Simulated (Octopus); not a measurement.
# Pt (Fm-3m) in Octopus: equation of state, part 2 of 2

Octopus 16.4. Earlier steps stand in the parts before.

### 8 Equation of state, PBE, 15.98 Å³/atom (volume scaled by 1.06)

Input file inp:

```
CalculationMode = gs
UnitsOutput = eV_Angstrom
PeriodicDimensions = 3
ExperimentalFeatures = yes
PseudopotentialSet = pseudodojo_pbe
%LatticeParameters
 1*angstrom | 1*angstrom | 1*angstrom
%
%LatticeVectors
 0 | 1.9993587835 | 1.9993587835
 1.9993587835 | 0 | 1.9993587835
 1.9993587835 | 1.9993587835 | 0
%
%ReducedCoordinates
 "Pt" | 0 | 0 | 0
%
%Spacing
 0.13464382*angstrom | 0.13464382*angstrom | 0.13464382*angstrom
%
DerivativesOrder = 8
%KPointsGrid
 12 | 12 | 12
%
KPointsUseSymmetries = yes
XCFunctional = gga_x_pbe + gga_c_pbe
SmearingFunction = fermi_dirac
Smearing = 0.05*eV
ExtraStates = 7
Eigensolver = chebyshev_filter
ConvRelDens = 3e-7
MaximumIter = 120
%Output
 density | cube
 elf | cube
 potential | cube
%
```

Potentials or basis: pseudodojo_pbe (PseudoDojo 0.5, PBE).

Launch:

```console
$ OMP_NUM_THREADS=1 octopus > out.log
```

out.log:

```text
Running octopus

Version                : 16.4
Optional libraries     :

************************** Calculation Mode **************************
Input: [CalculationMode = gs]
**********************************************************************

Input: [SpinComponents = unpolarized]

******************************* Space ********************************
Octopus will run in 3 dimension(s).
Octopus will treat the system as periodic in 3 dimension(s).
**********************************************************************

Input: [AllElectronType = no]
Input: [PseudopotentialSet = pseudodojo_pbe]
Reading Coordinates from ReducedCoordinates block

****************************** Species *******************************
  Species 'Pt'
    type             : pseudopotential
    file             : 'Pt.upf'
    file format      : UPF2
    valence charge   : 18.0
    atomic number    :  78
    form on file     : kleinman-bylander
    lmax             : 3
    llocal           : -1
    projectors per l : 2
    total projectors : 8
    application form : kleinman-bylander
    orbitals         : 10
    bound orbitals   : 10

**********************************************************************

***************************** Symmetries *****************************
Space group No.  225
International: Fm-3m
Schoenflies: Oh^5
Info: The system has    48 symmorphic symmetries that can be used.
  Index                Rotation matrix                      Fractional translations
    1 :     1   0   0     0   1   0     0   0   1      0.000000    0.000000    0.000000
    2 :    -1   0   0     0  -1   0     0   0  -1      0.000000    0.000000    0.000000
    3 :     1   0  -1     1   0   0     1  -1   0      0.000000    0.000000    0.000000
    4 :    -1   0   1    -1   0   0    -1   1   0      0.000000    0.000000    0.000000
    5 :     0   1  -1     1   0  -1     0   0  -1      0.000000    0.000000    0.000000
    6 :     0  -1   1    -1   0   1     0   0   1      0.000000    0.000000    0.000000
[... 40 lines left out ...]
   47 :     0   1  -1    -1   1   0     0   1   0      0.000000    0.000000    0.000000
   48 :     0  -1   1     1  -1   0     0  -1   0      0.000000    0.000000    0.000000
Info: The system also has     0 nonsymmorphic symmetries (not used for electrons).
**********************************************************************

Input: [CurvMethod = curv_affine]
Input: [DerivativesStencil = stencil_stargeneral]

****************************** Lattice *******************************
  Lattice Vectors [A]
    0.000000    1.999359    1.999359
    1.999359    0.000000    1.999359
    1.999359    1.999359    0.000000
  Cell volume =            15.9846 [A^3]
  Reciprocal-Lattice Vectors [A^-1]
   -1.571300    1.571300    1.571300
    1.571300   -1.571300    1.571300
    1.571300    1.571300   -1.571300
  Cell angles [degree]
    alpha =   60.000
    beta  =   60.000
    gamma =   60.000
[... 213 lines left out ...]
  10   --    10.500534       2.000000
[... 70 further k-points ...]
Fermi energy =    23.510122 eV
Generating random wavefunctions for states       11 and above
Orthogonalizing wavefunctions.
Info: Ground-state restart information will be written to 'restart/gs'.
Info: SCF using complex wavefunctions.
Info: Starting SCF iteration.

** Warning:
**   Symmetrization discrepancy ratio (scalar) =  5.19066E-02

*********************** SCF CYCLE ITER #    1 ************************
 etot  = -3.50926895E+03 abs_ev   =  7.88E+01 rel_ev   =  2.36E-01
 ediff =        1.29E+02 abs_dens =  1.03E+00 rel_dens =  5.71E-02
Matrix vector products: 1800
Converged eigenvectors: 0

#  State  KPoint  Eigenvalue [eV]  Occupation    Error
      1       1      -86.120756    2.000000   ( 2.1E-07)
      1       2      -86.119005    2.000000   ( 2.8E-06)
      1       3      -86.118421    2.000000   ( 3.9E-06)
      1       4      -86.116241    2.000000   ( 3.7E-06)
      1       5      -86.114646    2.000000   ( 3.5E-06)
      1       6      -86.114216    2.000000   ( 5.5E-06)
      1      10      -86.112041    2.000000   ( 6.0E-06)
      1       7      -86.110867    2.000000   ( 3.7E-06)
[... 23 lines left out ...]
     16      69       41.617964    0.000000   ( 1.4E-01)
     16      58       41.823031    0.000000   ( 1.7E-01)
     16      54       42.303856    0.000000   ( 1.7E-01)
     16       1       42.589030    0.000000   ( 1.2E-01)
     16      49       42.859913    0.000000   ( 1.6E-01)
     16      63       43.399270    0.000000   ( 1.4E-01)
     16      72       44.038888    0.000000   ( 1.6E-01)
     16      71       45.160065    0.000000   ( 1.3E-01)

Density of states:

------------------------%---------------------------------------------
------------------------%---------------------------------------------
------------------------%---------------------------------------------
------------------------%---------------------------------------------
------------------------%---------------------------------------------
------------------------%-------------------------%-------------------
------------------------%------------------------%%%------------------
%-----------------------%-----------------------%%%%------------------
%-----------------------%-----------------------%%%%%-----%%%%%-%-%---
%-----------------------%-----------------------%%%%%%%%%%%%%%%%%%%%--
                                                   ^

Fermi energy =    11.726683 eV

**********************************************************************

*********************** SCF CYCLE ITER #    2 ************************
 etot  = -3.54045855E+03 abs_ev   =  1.33E+01 rel_ev   =  3.82E-02
 ediff =        1.15E+00 abs_dens =  3.40E-01 rel_dens =  1.89E-02
Matrix vector products: 1800
Converged eigenvectors: 0
[... 103 lines left out ...]
*********************** SCF CYCLE ITER #   11 ************************
 etot  = -3.55359454E+03 abs_ev   =  1.12E-05 rel_ev   =  3.17E-08
 ediff =        1.13E-06 abs_dens =  5.03E-07 rel_dens =  2.80E-08
Matrix vector products: 1800
Converged eigenvectors: 0

#  State  KPoint  Eigenvalue [eV]  Occupation    Error
      1       1      -87.758899    2.000000   ( 7.6E-08)
      1       2      -87.757254    2.000000   ( 7.6E-08)
      1       3      -87.756706    2.000000   ( 7.6E-08)
      1       4      -87.754659    2.000000   ( 7.6E-08)
      1       5      -87.753162    2.000000   ( 7.6E-08)
      1       6      -87.752759    2.000000   ( 7.6E-08)
      1      10      -87.750716    2.000000   ( 7.6E-08)
      1       7      -87.749614    2.000000   ( 7.6E-08)
[... 23 lines left out ...]
     16      53       39.129587    0.000000   ( 2.8E-02)
     16      66       39.280953    0.000000   ( 7.3E-02)
     16      59       39.326358    0.000000   ( 4.4E-02)
     16       2       39.330123    0.000000   ( 7.3E-02)
     16      50       39.655728    0.000000   ( 2.3E-02)
     16      47       39.813716    0.000000   ( 3.4E-02)
     16      57       40.318287    0.000000   ( 2.0E-02)
     16       1       41.359842    0.000000   ( 6.3E-02)

Density of states:

-------------------------%--------------------------------------------
-------------------------%--------------------------------------------
-------------------------%-------------------------%------------------
-------------------------%-------------------------%%-----------------
-------------------------%------------------------%%%-----------------
%-----------------------%%------------------------%%%-----------------
%-----------------------%%------------------------%%%--------%-----%--
%-----------------------%%-----------------------%%%%%-------%-%---%--
%-----------------------%%-----------------------%%%%%--%-%%%%%%%%%%--
%-----------------------%%-----------------------%%%%%%%%%%%%%%%%%%%%-
                                                     ^

Fermi energy =    10.687705 eV

**********************************************************************

Info: SCF converged in   11 iterations

** Warning:
**   Some of the states are not fully converged!

Info: Number of matrix-vector products:      19800
Info: Writing output to static/

Info: Finished writing information to 'restart/gs'.

Octopus emitted 16 warnings.
```

It took 4.1 min on 1 thread of Arm Neoverse V1, shared host; peak memory 0.83 GiB.

Results:

| Property | Result |
| --- | --- |
| Free energy | -3553.6109 eV |
| Band gap on the k mesh | none (metal or under the smearing width) |

### 9 Equation of state, PBE

Potentials or basis: pseudodojo_pbe (PseudoDojo 0.5, PBE).

This step only gathers the single runs of the series.

Results:

```yaml
Equilibrium_volume: 15.69 Å³/atom
Bulk_modulus: 249 GPa
Pressure_derivative_of_the_bulk_modulus: 4.6
```

Energy against volume, from the lowest point:
```csv
volume (Å³/atom),energy (meV/atom)
14.175,138.09
14.477,85.05
14.778,46.46
15.080,19.85
15.381,4.93
15.683,0.00
15.985,4.08
```

Caveat: the number of grid points is fixed, so the spacing changes with the cell, which shifts volumes and moduli.
